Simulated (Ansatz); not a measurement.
# MgB2 (P6/mmm) in Ansatz: further runs

Runs on MgB2. Level: PBE. Tasks: single point.

Everything below comes from runs of Ansatz 0.2.0. Logs are shortened: lines on timing, memory, paths and dates and some standing lists are left out, and cuts for length are marked.

**1. The crystal as given**

The structure is hexagonal, space group P6/mmm (No. 191). Conventional cell: a = 3.085 Å, b = 3.085 Å, c = 3.523 Å, α = 90.00°, β = 90.00°, γ = 120.00°. Mg (site symmetry 6/mmm) has 12 B at 2.51 Å as nearest neighbours. B (site symmetry -6m2) has 3 B at 1.78 Å as nearest neighbours.

**2. Single point, PBE**

input.yaml

```yaml
crystal:
  lattice:
    - [3.085, 0.0, 0.0]
    - [-1.5425, 2.6716883707, 0.0]
    - [0.0, 0.0, 3.523]
  atoms:
    - { symbol: Mg, position: [0.0, 0.0, 0.0] }
    - { symbol: B, position: [0.6666666667, 0.3333333333, 0.5] }
    - { symbol: B, position: [0.3333333333, 0.6666666667, 0.5] }
hamiltonian:
  xc: pbe
  pseudopotentials: { kind: paw }
kpoints:
  mp_grid: { grid: [10, 10, 8] }
scf:
  occupations: { method: gaussian, width: 0.012 }
output:
  forces: true
  stress: true
  eigenvalues: true
```

Potentials or basis: Ansatz PAW.

The run is started by

```console
> ansatz run input.yaml --threads 2 --pin off --max-ram 5632MiB --backend cpu --events-out ev --progress --plain --runs-dir out
```

The log of the run:

```text
Warning: RAYON_NUM_THREADS=2 ignored (pool sized by the plan → 2); use --threads N
Engine: ansatz 0.2.0, x86_64-unknown-linux-gnu
Pseudopotentials: kind: paw
Pseudopotential: Mg, paw, valence charge 10, recommended cutoff 420 eV (normal), Mg.paw.azcp
Pseudopotential: B, paw, valence charge 3, recommended cutoff 420 eV (normal), B.paw.azcp
Functional definition: PBE
  parameter kappa = 0.804
  parameter beta = 0.06672455060314922
  exchange = pbe_x(kappa = kappa, mu = beta*pi^2/3)
  correlation = pbe_c(beta = beta)
Crystal: 3 atoms, lattice volume = 29.037 Å³
Basis set: ecut = 420 eV, 563 PW (Γ), exchange–correlation on 48×48×48 points (8 copies of the dense FFT grid, shifted against one another)
Bands: 12, of which v1, the nominal top of the filled ones, is band 8 counted from 1 (7 counted from 0)
Symmetry: 24 space group operations
Space group: P6/mmm (ITA 191), of the structure as read, at distance tolerance 3.1e-5 Å
k-points: 70 of 800
Non-local potential: Mg, projectors of the file, l = 0: 3, l = 1: 2, l = 2: 1
Non-local potential: B, projectors of the file, l = 0: 2, l = 1: 2, l = 2: 1
PAW form: soft (Blöchl's): semilocal exchange-correlation on the pseudo side does not see the compensation charge
PAW one-centre angular grid: Mg, 110 points (default); XC on 64 Gauss nodes
PAW one-centre angular grid: B, 110 points (default); XC on 64 Gauss nodes
Initial density: superposition of atomic densities (neutral atoms: chi_scale 0, normalization atom), corrected by the library's trained network
Initial wavefunctions: pseudopotential atomic-orbital guess
Functional: x = pbe(κ = 0.804, μ = 0.2195149727645171), c = pbe(β = 0.06672455060314922)
SCF iter   1: F=—  HF=-2236.019222 eV  |F-HF|=—  |Δ(HF+E_count)|=         —  Δρ=2.03e-3  dr2=8.69e-4  ethr=1.77e-3  ⟨swp⟩=5.9  Hψ=4680  notcnv=0
preconditioner: auto → none  [insulator: Δε(μ)=0.041 eV  Ē_g=11.149 eV  σ=0.012 eV  W_gap=0.83  n_scr=8 (ndim 8)  ℏωp=19.5 eV  f_vac=0.000  D(μ)=0.88/eV (n_scr^D=2)  ε∞_Penn≈4.1]
SCF iter   2: F=—  HF=-2236.019964 eV  |F-HF|=—  |Δ(HF+E_count)|=   7.42e-4  Δρ=9.00e-4  dr2=1.16e-4  ethr=5.43e-6  ⟨swp⟩=2.0  Hψ=2148  notcnv=0  defer=12
SCF iter   3: F=—  HF=-2236.019987 eV  |F-HF|=—  |Δ(HF+E_count)|=   2.37e-5  Δρ=2.67e-4  dr2=9.70e-6  ethr=7.28e-7  ⟨swp⟩=2.0  Hψ=1246  notcnv=0  defer=12
SCF iter   4: F=—  HF=-2236.020017 eV  |F-HF|=—  |Δ(HF+E_count)|=   2.99e-5  Δρ=2.76e-5  dr2=1.11e-7  ethr=6.06e-8  ⟨swp⟩=2.0  Hψ=1120  notcnv=0  defer=12
iter 5 did not close the SCF: its close was put off for the readings that it lacked (scf_convergence_deferred on its scf_iter line)
SCF iter   5: F=-2236.020017 eV  HF=-2236.020017 eV  |F-HF|=4.16e-10  |Δ(HF+E_count)|=   1.55e-8  Δρ=2.32e-6  dr2=1.18e-9  ethr=6.93e-10  ⟨swp⟩=2.0  Hψ=1376  notcnv=0  defer=12
SCF iter   6: F=-2236.020017 eV  HF=-2236.020017 eV  |F-HF|=1.77e-11  |Δ(HF+E_count)|=  6.96e-10  Δρ=3.41e-7  dr2=1.30e-11  ethr=7.38e-12  ⟨swp⟩=2.5  Hψ=2550  notcnv=0
SCF 1 converged in 6 iterations: F = -2236.020017 eV  dr2 = 1.30e-11
SCF converged after 6 iterations
Free energy (F): -2236.020017 eV
Harris-Foulkes:  -2236.020017 eV  (|F-HF|=1.77e-11)
Internal energy: -2236.019946 eV  (E = F + TS)
E sigma→0 (E₀):  -2236.019982 eV
Entropy (-TS):   -0.000071 eV (-0.024 meV/atom)
Fermi energy:    9.267980 eV
--- Per-component energies (eV) ---
  E_band       = -293.598721
  E_kinetic    = 173.701587
  E_local      = -1521.289914  (includes V_loc(G=0)·N_el)
  E_nonlocal   = 118.065981
  E_hartree    = 541.467580
  E_xc         = -94.116828
  E_vxc        = -114.870588  (∫ρ·V_xc dr)
  E_paw        = -448.987301  (= ΣΔE_a)
  E_vpaw       = -32.141056  (= ΣTr[D̂ρ^β])
  E_aug_tail   = -0.000013  (compensation charges beyond the density's cutoff)
  E_ewald      = -1004.861037
  E_smearing   = -0.000071  (= −TS)
  E_closure    = 0.000000  (closes the sum)
  Σ components = -2236.020017   (vs F -2236.020017, Δ=0.00e0)
--- Forces (eV/Å), atoms counted from 1 ---
  atom   1  Mg     0.00000000     0.00000000     0.00000000
  atom   2  B      0.00000000     0.00000000     0.00000000
  atom   3  B      0.00000000    -0.00000000     0.00000000
  max |Σ_I F_I| component: 3.29e-32 eV/Å
--- Stress (GPa, compression-positive) ---
       -0.523128       0.000000       0.000000
       -0.000000      -0.523128       0.000000
        0.000000       0.000000      -1.526648
  P = ⅓ Tr σ = -0.8576 GPa (-8.576 kbar)
--- Band table (eV; the first three rows and the last of 70) ---
  k-point 0: bands = ["-65.9613", "-32.7097", "-32.7097", "-32.6944", "-3.1740", "6.3064", "9.6043", "9.6043", "10.8814", "15.5413", "15.5413", "17.2951"]
  k-point 1: bands = ["-65.9612", "-32.7096", "-32.7096", "-32.6955", "-3.0392", "5.3385", "9.6555", "9.6555", "12.1645", "15.5861", "15.5861", "17.2763"]
  k-point 2: bands = ["-65.9612", "-32.7094", "-32.7094", "-32.6981", "-2.6616", "3.7219", "9.7841", "9.7841", "14.7161", "15.7000", "15.7000", "17.2308"]
  k-point 69: bands = ["-65.9574", "-32.7395", "-32.7321", "-32.6946", "2.1826", "3.3949", "4.3792", "6.5151", "7.9090", "13.0030", "19.9819", "20.4827"]
```

Run time: 0.95 s. Hardware: 2 threads of Intel Xeon at 2.70GHz, shared host; peak memory 0.32 GiB.

What came out:

| Property | Result |
| --- | --- |
| Free energy | -2236.0200 eV |
| Pressure | -0.9 GPa |
| Band gap on the k mesh | none (metal or under the smearing width) |

Levels at points of the mesh, in eV from the Fermi level:
```csv
k point,band 5,band 6,band 7,band 8,band 9,band 10,band 11,band 12
"(0.00, 0.00, 0.00)",-12.44,-2.96,0.34,0.34,1.61,6.27,6.27,8.03
"(0.00, 0.00, -0.50)",-11.15,-7.46,0.71,0.71,6.61,6.61,7.90,9.80
"(0.00, -0.50, 0.00)",-8.55,-7.85,-2.19,0.18,3.04,3.84,5.28,7.05
"(0.00, -0.50, -0.50)",-7.59,-6.93,-3.59,-1.90,-1.33,5.66,8.71,8.86
```

**3. Single point, PBE**

Changes to input.yaml since step 2:

```diff
@@ -15,3 +15,3 @@
 scf:
-  occupations: { method: gaussian, width: 0.012 }
+  occupations: { method: gaussian, width: 0.013 }
 output:
```

Potentials or basis: Ansatz PAW.

The run is started by

```console
> ansatz run input.yaml --threads 2 --pin off --max-ram 5632MiB --backend cpu --events-out ev --progress --plain --runs-dir out
```

The log of the run:

```text
Warning: RAYON_NUM_THREADS=2 ignored (pool sized by the plan → 2); use --threads N
[... 9 set-up lines as earlier in the session ...]
Crystal: 3 atoms, lattice volume = 29.037 Å³
Basis set: ecut = 420 eV, 563 PW (Γ), exchange–correlation on 48×48×48 points (8 copies of the dense FFT grid, shifted against one another)
Bands: 12, of which v1, the nominal top of the filled ones, is band 8 counted from 1 (7 counted from 0)
[... 2 set-up lines as earlier in the session ...]
k-points: 70 of 800
[... 1 set-up line as earlier in the session ...]
[... 26 lines left out ...]
  E_kinetic    = 173.701092
  E_local      = -1521.289577  (includes V_loc(G=0)·N_el)
  E_nonlocal   = 118.066039
  E_hartree    = 541.467537
  E_xc         = -94.116697
  E_vxc        = -114.870424  (∫ρ·V_xc dr)
  E_paw        = -448.987284  (= ΣΔE_a)
  E_vpaw       = -32.141120  (= ΣTr[D̂ρ^β])
  E_aug_tail   = -0.000013  (compensation charges beyond the density's cutoff)
  E_ewald      = -1004.861037
  E_smearing   = -0.000083  (= −TS)
  E_closure    = 0.000000  (closes the sum)
  Σ components = -2236.020024   (vs F -2236.020024, Δ=0.00e0)
--- Forces (eV/Å), atoms counted from 1 ---
  atom   1  Mg     0.00000000    -0.00000000     0.00000000
  atom   2  B     -0.00000000     0.00000000     0.00000000
  atom   3  B     -0.00000000    -0.00000000     0.00000000
  max |Σ_I F_I| component: 7.40e-17 eV/Å
--- Stress (GPa, compression-positive) ---
       -0.530175       0.000000       0.000000
        0.000000      -0.530175       0.000000
        0.000000       0.000000      -1.515078
  P = ⅓ Tr σ = -0.8585 GPa (-8.585 kbar)
--- Band table (eV; the first three rows and the last of 70) ---
  k-point 0: bands = ["-65.9612", "-32.7096", "-32.7096", "-32.6943", "-3.1740", "6.3064", "9.6042", "9.6042", "10.8815", "15.5412", "15.5412", "17.2950"]
  k-point 1: bands = ["-65.9612", "-32.7095", "-32.7095", "-32.6954", "-3.0392", "5.3385", "9.6554", "9.6554", "12.1646", "15.5860", "15.5860", "17.2763"]
  k-point 2: bands = ["-65.9611", "-32.7094", "-32.7094", "-32.6980", "-2.6617", "3.7219", "9.7839", "9.7839", "14.7161", "15.6998", "15.6998", "17.2307"]
  k-point 69: bands = ["-65.9573", "-32.7394", "-32.7321", "-32.6946", "2.1825", "3.3948", "4.3791", "6.5152", "7.9091", "13.0030", "19.9818", "20.4826"]
```

Wall time 1.1 s (2 threads of Intel Xeon at 2.70GHz, shared host); peak memory 0.32 GiB.

What came out:

```
Free energy            : -2236.0200 eV
Pressure               : -0.9 GPa
Band gap on the k mesh : none (metal or under the smearing width)
```

Stress tensor (GPa, compression positive):
```
-0.53  0.00  0.00
 0.00 -0.53  0.00
 0.00  0.00 -1.52
```

**4. Single point, PBE**

Changes to input.yaml since step 3:

```diff
@@ -15,3 +15,3 @@
 scf:
-  occupations: { method: gaussian, width: 0.013 }
+  occupations: { method: gaussian, width: 0.014 }
 output:
```

Potentials or basis: Ansatz PAW.

The run is started by

```console
> ansatz run input.yaml --threads 2 --pin off --max-ram 5632MiB --backend cpu --events-out ev --progress --plain --runs-dir out
```

The log of the run:

```text
Warning: RAYON_NUM_THREADS=2 ignored (pool sized by the plan → 2); use --threads N
[... 9 set-up lines as earlier in the session ...]
Crystal: 3 atoms, lattice volume = 29.037 Å³
Basis set: ecut = 420 eV, 563 PW (Γ), exchange–correlation on 48×48×48 points (8 copies of the dense FFT grid, shifted against one another)
Bands: 12, of which v1, the nominal top of the filled ones, is band 8 counted from 1 (7 counted from 0)
[... 2 set-up lines as earlier in the session ...]
k-points: 70 of 800
[... 1 set-up line as earlier in the session ...]
[... 26 lines left out ...]
  E_kinetic    = 173.700444
  E_local      = -1521.289193  (includes V_loc(G=0)·N_el)
  E_nonlocal   = 118.066116
  E_hartree    = 541.467525
  E_xc         = -94.116526
  E_vxc        = -114.870211  (∫ρ·V_xc dr)
  E_paw        = -448.987250  (= ΣΔE_a)
  E_vpaw       = -32.141209  (= ΣTr[D̂ρ^β])
  E_aug_tail   = -0.000013  (compensation charges beyond the density's cutoff)
  E_ewald      = -1004.861037
  E_smearing   = -0.000096  (= −TS)
  E_closure    = 0.000000  (closes the sum)
  Σ components = -2236.020030   (vs F -2236.020030, Δ=0.00e0)
--- Forces (eV/Å), atoms counted from 1 ---
  atom   1  Mg     0.00000000    -0.00000000     0.00000000
  atom   2  B      0.00000000     0.00000000     0.00000000
  atom   3  B      0.00000000    -0.00000000     0.00000000
  max |Σ_I F_I| component: 9.25e-18 eV/Å
--- Stress (GPa, compression-positive) ---
       -0.538966      -0.000000       0.000000
        0.000000      -0.538966       0.000000
        0.000000       0.000000      -1.500577
  P = ⅓ Tr σ = -0.8595 GPa (-8.595 kbar)
--- Band table (eV; the first three rows and the last of 70) ---
  k-point 0: bands = ["-65.9612", "-32.7096", "-32.7096", "-32.6943", "-3.1741", "6.3064", "9.6040", "9.6040", "10.8815", "15.5411", "15.5411", "17.2950"]
  k-point 1: bands = ["-65.9612", "-32.7095", "-32.7095", "-32.6954", "-3.0393", "5.3385", "9.6552", "9.6552", "12.1646", "15.5859", "15.5859", "17.2763"]
  k-point 2: bands = ["-65.9611", "-32.7093", "-32.7093", "-32.6980", "-2.6618", "3.7219", "9.7838", "9.7838", "14.7161", "15.6997", "15.6997", "17.2307"]
  k-point 69: bands = ["-65.9573", "-32.7394", "-32.7321", "-32.6945", "2.1824", "3.3946", "4.3789", "6.5152", "7.9091", "13.0031", "19.9816", "20.4825"]
```

Run time: 1.1 s. Hardware: 2 threads of Intel Xeon at 2.70GHz, shared host; peak memory 0.32 GiB.

Results:

* Free energy: -2236.0200 eV
* Pressure: -0.9 GPa
* Band gap on the k mesh: none (metal or under the smearing width)

**5. Single point, PBE**

Changes to input.yaml since step 4:

```diff
@@ -15,3 +15,3 @@
 scf:
-  occupations: { method: gaussian, width: 0.014 }
+  occupations: { method: gaussian, width: 0.015 }
 output:
@@ -20 +20,5 @@
   eigenvalues: true
+  write_density: true
+  write_potential: true
+  elf: true
+  volumetric_format: npy
```

The run is started by

```console
> ansatz run input.yaml --threads 2 --pin off --max-ram 5632MiB --backend cpu --events-out ev --progress --plain --runs-dir out
```

It took 1.3 s on 2 threads of Intel Xeon at 2.70GHz, shared host; peak memory 0.33 GiB.

The run converged. Its results:

```
Free energy            : -2236.0200 eV
Pressure               : -0.9 GPa
Band gap on the k mesh : none (metal or under the smearing width)
```

Stress tensor (GPa, compression positive):
```
-0.55  0.00  0.00
 0.00 -0.55  0.00
 0.00  0.00 -1.48
```

Levels at points of the mesh, in eV from the Fermi level:
| k point | band 5 | band 6 | band 7 | band 8 | band 9 | band 10 | band 11 | band 12 |
| --- | --- | --- | --- | --- | --- | --- | --- | --- |
| (0.00, 0.00, 0.00) | -12.44 | -2.96 | 0.34 | 0.34 | 1.61 | 6.27 | 6.27 | 8.03 |
| (0.00, 0.00, -0.50) | -11.15 | -7.46 | 0.71 | 0.71 | 6.61 | 6.61 | 7.90 | 9.80 |
| (0.00, -0.50, 0.00) | -8.55 | -7.85 | -2.19 | 0.18 | 3.04 | 3.84 | 5.28 | 7.05 |
| (0.00, -0.50, -0.50) | -7.59 | -6.93 | -3.59 | -1.90 | -1.33 | 5.66 | 8.71 | 8.86 |

**6. Single point, PBE**

Changes to input.yaml since step 5:

```diff
@@ -15,3 +15,3 @@
 scf:
-  occupations: { method: gaussian, width: 0.015 }
+  occupations: { method: gaussian, width: 0.016 }
 output:
@@ -20,5 +20 @@
   eigenvalues: true
-  write_density: true
-  write_potential: true
-  elf: true
-  volumetric_format: npy
```

Potentials or basis: Ansatz PAW.

The run is started by

```console
> ansatz run input.yaml --threads 2 --pin off --max-ram 5632MiB --backend cpu --events-out ev --progress --plain --runs-dir out
```

Wall time 1.2 s (2 threads of Intel Xeon at 2.70GHz, shared host); peak memory 0.32 GiB.

It converged, with:

```yaml
Free_energy: -2236.0200 eV
Pressure: -0.9 GPa
Band_gap_on_the_k_mesh: none (metal or under the smearing width)
```

Stress tensor (GPa, compression positive):
```
-0.56  0.00  0.00
 0.00 -0.56  0.00
 0.00  0.00 -1.47
```

Levels at points of the mesh, in eV from the Fermi level:
```tsv
k point	band 6	band 7	band 8	band 9	band 10	band 11
(0.00, 0.00, 0.00)	-2.96	0.34	0.34	1.61	6.27	6.27
(0.00, 0.00, -0.50)	-7.46	0.71	0.71	6.61	6.61	7.90
(0.00, -0.50, 0.00)	-7.85	-2.20	0.18	3.04	3.84	5.28
(0.00, -0.50, -0.50)	-6.93	-3.59	-1.90	-1.33	5.66	8.71
```

**7. Summary**

| smearing | gap on the mesh (eV) | pressure (GPa) |
| --- | --- | --- |
| gaussian 0.012 eV | none | -0.9 |
| gaussian 0.013 eV | none | -0.9 |
| gaussian 0.014 eV | none | -0.9 |
| gaussian 0.015 eV | none | -0.9 |
| gaussian 0.016 eV | none | -0.9 |

Alike in all rows: task single point; level PBE; potentials or basis Ansatz PAW; no spin polarisation; cell as given; k mesh 10 × 10 × 8; cutoff (eV) 420.

Every run on the cell as given and a fine mesh finds a metal.

Total energies depend on the potentials used, so only differences within one code and one set of settings carry meaning.
